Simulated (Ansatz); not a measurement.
# Fe (fcc): energy against volume

Method: DFT, BLYP, plane waves (420 eV) with PAW, scalar-relativistic (Ansatz 0.2.0). The PAW files were generated under PBE, with cores re-solved for the functional.

The cell is scaled uniformly from the relaxed one, with fractional coordinates and shape fixed. Energies are extrapolated to zero smearing, pressures are those at the given smearing. Magnetic state: spin not included. It is not the lowest magnetic state of this structure.

A Birch-Murnaghan fit gives V₀ = 10.67 Å³/atom, B₀ = 254 GPa, B₀′ = 4.6.

**Question.** What are the energy above the minimum and the pressure at 9.408 Å³/atom?

**Answer.** 149.5 meV/atom and 43.35 GPa as computed.

**Question.** What are the energy above the minimum and the pressure at 10.263 Å³/atom?

**Answer.** 13.1 meV/atom and 11.39 GPa as computed.

**Question.** What are the energy above the minimum and the pressure at 11.546 Å³/atom?

**Answer.** 49.4 meV/atom and -16.06 GPa as computed.
